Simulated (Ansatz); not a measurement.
Input and command of a plane-wave DFT calculation in Ansatz:

```yaml
crystal:
  lattice:
    - [3.2547403904, 0.0, 0.0]
    - [-1.6273701952, 2.8186878608, 0.0]
    - [0.0, 0.0, 13.4881528544]
  atoms:
    - { symbol: W, position: [0.6666666632, 0.3333333368, 0.75] }
    - { symbol: W, position: [0.3333333368, 0.6666666632, 0.25] }
    - { symbol: Se, position: [0.3333333299, 0.6666666701, 0.875405315] }
    - { symbol: Se, position: [0.6666666701, 0.3333333299, 0.375405315] }
    - { symbol: Se, position: [0.3333333299, 0.6666666701, 0.624594685] }
    - { symbol: Se, position: [0.6666666701, 0.3333333299, 0.124594685] }
basis:
  ecutwfc: 420
kpoints:
  mp_grid: { grid: [12, 12, 2] }
hamiltonian:
  xc: pbesol
scf:
  occupations: { method: gaussian, width: 0.02 }
output:
  forces: true
  stress: true
  eigenvalues: true
  write_density: true
  write_potential: true
  elf: true
  volumetric_format: npy
relax:
  adjacent_minimum: "off"
  f_tol: 0.008
  max_steps: 40
  cell: { stress_tol: 0.015, fix: [c, angles] }
```

```bash
ansatz run input.yaml --threads 1 --pin off --max-ram 2560MiB --backend cpu --events-out ev --progress --plain --runs-dir out
```

Processor: Arm Neoverse V2, 1 thread, on a host shared with other jobs.

Task: Estimate time, memory and problem size.

Result: About 3.3 min on 1 thread of Arm Neoverse V2 (shared host), peak memory 0.69 GiB. It solves 56 bands at 86 k points (the mesh reduced by the symmetry that the task leaves, which can be less than the crystal's) with about 2481 plane waves (on the last cell), in 42 SCF iterations over 6 ionic steps.
